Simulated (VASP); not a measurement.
# Mg (P6_3/mmc) in VASP: single point with LDA

Aim: the single point of Mg with LDA.

Everything below comes from runs of VASP 6.6.1. Logs are shortened: lines on timing, memory, paths and dates and some standing lists are left out, and cuts for length are marked.

## 1. Starting point

The structure is hexagonal, space group P6_3/mmc (No. 194). Conventional cell: a = 3.209 Å, b = 3.209 Å, c = 5.210 Å, α = 90.00°, β = 90.00°, γ = 120.00°. Mg (site symmetry -6m2) is surrounded by 12 Mg at 3.20 to 3.21 Å.

## 2. Single point, LDA

Input file INCAR:

```
PREC     = Accurate       # precision mode
ENCUT    = 520            # plane-wave cutoff, eV
EDIFF    = 1E-6           # SCF threshold, eV
ISMEAR   = 0              # smearing method
SIGMA    = 0.15           # smearing width, eV
LREAL    = F              # projectors in reciprocal space
LASPH    = T              # aspherical terms in the spheres
NELM     = 100            # most SCF steps
ALGO     = Normal         # electronic algorithm
ISIF     = 2              # what is computed and relaxed
LWAVE    = F              # write WAVECAR
LCHARG   = F              # write CHGCAR
NBANDS   = 9              # bands
```

Input file KPOINTS:

```
regular mesh
0
Gamma
  18 18 10
```

Input file POSCAR:

```
Mg
1.0
    3.2092715325      0.0000000000      0.0000000000
   -1.6046357662      2.7793106748      0.0000000000
    0.0000000000      0.0000000000      5.2103300000
Mg
2
Direct
    0.3333333333      0.6666666667      0.2500000000
    0.6666666667      0.3333333333      0.7500000000
```

Potentials or basis: VASP PAW LDA potentials, release 64 (Mg).

Run with:

```bash
> cat potpaw_LDA.64/Mg/POTCAR > POTCAR
> mpirun -np 1 vasp_std > vasp.out
```

OUTCAR:

```text
PREC = Accurate
   ENCUT = 520
   EDIFF = 1E-6
   ISMEAR = 0
   LREAL = F
   LASPH = T
   NELM = 100
   ISIF = 2

 ion  position               nearest neighbor table
   1  0.333  0.667  0.250-   2 3.20   2 3.20   2 3.20   2 3.20   2 3.20   2 3.20
   2  0.667  0.333  0.750-   1 3.20   1 3.20   1 3.20   1 3.20   1 3.20   1 3.20

  LATTYP: Found a hexagonal cell.
 ALAT       =     3.2092715325
 C/A-ratio  =     1.6235242008

  Lattice vectors:

 A1 = (   3.2092715325,   0.0000000000,   0.0000000000)
 A2 = (  -1.6046357662,   2.7793106748,   0.0000000000)
 A3 = (   0.0000000000,   0.0000000000,   5.2103300000)

Analysis of symmetry for initial positions (statically):
=====================================================================
 Subroutine PRICEL returns:
 Original cell was already a primitive cell.

 Routine SETGRP: Setting up the symmetry group for a
 hexagonal supercell.

 Subroutine GETGRP returns: Found 24 space group operations
 (whereof 12 operations were pure point group operations)
 out of a pool of 24 trial point group operations.

The static configuration has the point symmetry D_3d.
 The point group associated with its full space group is D_6h.

Analysis of symmetry for dynamics (positions and initial velocities):
=====================================================================
 Subroutine PRICEL returns:
 Original cell was already a primitive cell.

 Routine SETGRP: Setting up the symmetry group for a
 hexagonal supercell.

 Subroutine GETGRP returns: Found 24 space group operations
 (whereof 12 operations were pure point group operations)
 out of a pool of 24 trial point group operations.

The dynamic configuration has the point symmetry D_3d.
 The point group associated with its full space group is D_6h.

 Subroutine INISYM returns: Found 24 space group operations
 (whereof 12 operations are pure point group operations),
 and found     1 'primitive' translations

----------------------------------------------------------------------------------------

                                     Primitive cell

  volume of cell :      46.4739

  direct lattice vectors                    reciprocal lattice vectors
     3.209271532  0.000000000  0.000000000     0.311597193  0.179900723  0.000000000
    -1.604635766  2.779310675  0.000000000     0.000000000  0.359801446  0.000000000
     0.000000000  0.000000000  5.210330000     0.000000000  0.000000000  0.191926423

  length of vectors
     3.209271532  3.209271532  5.210330000     0.359801446  0.359801446  0.191926423

  position of ions in fractional coordinates (direct lattice)
     0.333333333  0.666666667  0.250000000
     0.666666667  0.333333333  0.750000000

  ion indices of the primitive-cell ions
   primitive index   ion index
                 1           1
                 2           2

----------------------------------------------------------------------------------------

 KPOINTS: regular mesh

Automatic generation of k-mesh.
 Grid dimensions read from file:
 generate k-points for:   18   18   10

 Generating k-lattice:

  Cartesian coordinates                     Fractional coordinates (reciprocal lattice)
     0.017310955  0.009994485  0.000000000     0.055555556  0.000000000  0.000000000
     0.000000000  0.019988969  0.000000000     0.000000000  0.055555556  0.000000000
     0.000000000  0.000000000  0.019192642     0.000000000  0.000000000  0.100000000

  Length of vectors
     0.019988969  0.019988969  0.019192642

  Shift w.r.t. Gamma in fractional coordinates (k-lattice)
     0.000000000  0.000000000  0.000000000

 Subroutine IBZKPT returns following result:
 ===========================================

 Found    222 irreducible k-points:

 Following reciprocal coordinates:
            Coordinates               Weight
  0.000000  0.000000  0.000000      1.000000
  0.055556  0.000000  0.000000      6.000000
  0.111111  0.000000  0.000000      6.000000
  0.166667  0.000000  0.000000      6.000000
  0.222222  0.000000  0.000000      6.000000
  0.277778  0.000000  0.000000      6.000000
[... 16 lines left out ...]
  0.333333  0.111111  0.000000     12.000000
  0.388889  0.111111  0.000000     12.000000
 [... further k-points ...]
   k-points           NKPTS =    222   k-points in BZ     NKDIM =    222   number of bands    NBANDS=      9
   number of dos      NEDOS =    301   number of ions     NIONS =      2
   total plane-waves  NPLWV =  23040
   dimension x,y,z NGX =    24 NGY =   24 NGZ =   40
   dimension x,y,z NGXF=    48 NGYF=   48 NGZF=   80
   ions per type =               2
   NGX,Y,Z   is equivalent  to a cutoff of  12.43, 12.43, 12.76 a.u.
   NGXF,Y,Z  is equivalent  to a cutoff of  24.86, 24.86, 25.53 a.u.
 SYSTEM =  unknown system
   PREC   = accura    normal or accurate (medium, high low for compatibility)
   ISTART =      0    job   : 0-new  1-cont  2-samecut
   ICHARG =      2    charge: 1-file 2-atom 10-const
   ISPIN  =      1    spin polarized calculation?
   LNONCOLLINEAR =      F non collinear calculations
   LSORBIT =      F    spin-orbit coupling
   LASPH  =      T    aspherical Exc in radial PAW
   ENCUT  =  520.0 eV  38.22 Ry    6.18 a.u.   5.97  5.97  9.69*2*pi/ulx,y,z
   NELM   =    100;   NELMIN=  2; NELMDL= -5     # of ELM steps
   EDIFF  = 0.1E-05   stopping-criterion for ELM
   LREAL  =      F    real-space projection
   EDIFFG = 0.1E-04   stopping-criterion for IOM
   NSW    =      0    number of steps for IOM
   IBRION =     -1    ionic relax: 0-MD 1-quasi-New 2-CG
   NFREE  =      0    steps in history (QN), initial steepest desc. (CG)
   ISIF   =      2    stress and relaxation
   ISYM   =      2    0-nonsym 1-usesym 2-fastsym
   POTIM  = 0.5000    time-step for ionic-motion
   TEBEG  =    0.0;   TEEND  =   0.0 temperature during run
   PSTRESS=    0.0 pullay stress
   NELECT =       4.0000    total number of electrons
   NUPDOWN=      -1.0000    fix difference up-down
   EMIN   =  10.00;   EMAX   =-10.00  energy-range for DOS
   EFERMI =   0.00;   METHOD = LEGACY
   ISMEAR =     0;   SIGMA  =   0.15  broadening in eV -4-tet -1-fermi 0-gaus
   EFERMI_NEDOS =   21; number of points for ismear=-14 and -15
   IALGO  =     38    algorithm
   IMIX   =      4    mixing-type and parameters
     AMIX     =   0.40;   BMIX     =  1.00
     AMIX_MAG =   1.60;   BMIX_MAG =  1.00
  volume/ion in A,a.u.               =      23.24       156.81
  Fermi-wavevector in a.u.,A,eV,Ry     =   0.722812  1.365916  7.108458  0.522457
  Thomas-Fermi vector in A             =   1.812869
   LORBIT       =      0    0 simple, 1 ext, 2 COOP (PROOUT), +10 PAW based schemes
   GGA     = CA    functional components
   LHFCALC =     F    Hartree Fock is set to
   AEXX    =    0.0000 exact exchange contribution
   IVDW    =     0    specifies the selected vdW correction
   LEPSILON=     F    determine dielectric tensor
   LRPA    =     F    only Hartree local field effects (RPA)
 non-spin polarized calculation
 Gauss-broadening in eV      SIGMA  =   0.15
  energy-cutoff  :      520.00
  volume of cell :       46.47
 maximum number of plane-waves:      1276
 NGX is ok and might be reduce to    24
   NGX = 11   NGY = 11   NGZ = 19

 number of electron       4.0000000 magnetization

 Free energy of the ion-electron system (eV)
  ---------------------------------------------------
  ext. energy  EPLUGINS =         0.00000000
  ---------------------------------------------------
  free energy    TOTEN  =        -3.59194746 eV

  energy without entropy =       -3.58153274  energy(sigma->0) =       -3.58674010

 E-fermi :   2.3993     XC(G=0):  -8.6406

 val. band max:        2.3976656187   @ k =   0.3333   0.2778   0.4000
 cond. band min:       2.4038527429   @ k =   0.2778   0.2222   0.2000
 fundamental gap:      0.0061871242
 Fermi energy:         2.3992992995

 k-point     1 :       0.0000    0.0000    0.0000
  band No.  band energies     occupation
      1      -4.4602      2.00000
      2       0.7784      2.00000
      3       1.1288      2.00000
      4      13.2346      0.00000
      5      13.2346      0.00000
      6      13.2489      0.00000
      7      13.2489      0.00000
      8      14.1577      0.00000
      9      15.6674      0.00000

 k-point     2 :       0.0556    0.0000    0.0000
  band No.  band energies     occupation
      1      -4.4000      2.00000
      2       0.8333      2.00000
      3       1.1877      2.00000
      4      11.7992      0.00000
      5      12.3830      0.00000
      6      13.1805      0.00000
      7      14.1920      0.00000
      8      14.7752      0.00000
      9      16.3163      0.00000

 k-point     3 :       0.1111    0.0000    0.0000
  band No.  band energies     occupation
      1      -4.2197      2.00000
      2       0.9981      2.00000
      3       1.3635      2.00000
      4      10.1151      0.00000
      5      11.6241      0.00000
      6      12.4673      0.00000
      7      14.8016      0.00000
      8      14.8771      0.00000
      9      15.1795      0.00000

 k-point     4 :       0.1667    0.0000    0.0000
  band No.  band energies     occupation
      1      -3.9199      2.00000
      2       1.2729      2.00000
      3       1.6533      2.00000
      4       8.4638      0.00000
      5      10.9670      0.00000
      6      11.6727      0.00000
      7      13.1795      0.00000
      8      13.8968      0.00000
      9      15.5839      0.00000
[... 205 lines left out ...]
 k-point    22 :       0.2778    0.1111    0.0000
  band No.  band energies     occupation
      1      -2.1405      2.00000
      2       2.9237      0.00000
      3       3.1377      0.00000
      4       4.3787      0.00000
      5       7.0961      0.00000
      6       8.9083      0.00000
      7       9.7165      0.00000
      8      11.9697      0.00000
      9      12.6133      0.00000

 k-point    23 :       0.3333    0.1111    0.0000
  band No.  band energies     occupation
      1      -1.3798      2.00000
      2       2.6247      0.03354
      3       3.6385      0.00000
      4       4.3055      0.00000
      5       6.7378      0.00000
      6       7.6456      0.00000
      7       8.6433      0.00000
      8      11.6790      0.00000
      9      12.3714      0.00000

 k-point    24 :       0.3889    0.1111    0.0000
  band No.  band energies     occupation
      1      -0.5104      2.00000
      2       1.5270      2.00000
      3       4.4570      0.00000
      4       4.9836      0.00000
      5       6.3401      0.00000
      6       6.4960      0.00000
      7       7.8339      0.00000
      8      11.5058      0.00000
      9      12.2246      0.00000

 [... further k-points ...]
[... 5 lines left out ...]
  --------------------------------------------------------------------------------------
  -------------------------------------------------------------------------------------
  Total       -0.7991505     -0.7991505     -0.8299608     -0.0000000     -0.0000000      0.0000000
  in kB      -27.5505549    -27.5505549    -28.6127361     -0.0000000     -0.0000000      0.0000000
  external PRESSURE =     -27.9046153 kB  Pullay stress =       0.0000000 kB

 VOLUME and BASIS-vectors are now :
 -----------------------------------------------------------------------------
  energy-cutoff  :      520.00
  volume of cell :       46.47
      direct lattice vectors                 reciprocal lattice vectors
     3.209271532  0.000000000  0.000000000     0.311597193  0.179900723  0.000000000
    -1.604635766  2.779310675  0.000000000     0.000000000  0.359801446  0.000000000
     0.000000000  0.000000000  5.210330000     0.000000000  0.000000000  0.191926423

 POSITION                                       TOTAL-FORCE (eV/Angst)
 -----------------------------------------------------------------------------------
     -0.00000      1.85287      1.30258        -0.000000     -0.000000      0.000000
      1.60464      0.92644      3.90775         0.000000      0.000000      0.000000
 -----------------------------------------------------------------------------------
    total drift:                                0.000000     -0.000000      0.000000

  FREE ENERGIE OF THE ION-ELECTRON SYSTEM (eV)
  ---------------------------------------------------
  free  energy   TOTEN  =        -3.5919474556 eV

  energy  without entropy=       -3.5815327355  energy(sigma->0) =       -3.58674010
```

Wall time 16 s (1 thread of Intel Xeon 6975P-C (Granite Rapids), shared host); peak memory 0.21 GiB.

What came out:

```
Free energy            : -3.5919 eV
Pressure               : -2.8 GPa
Band gap on the k mesh : none (metal or under the smearing width)
```
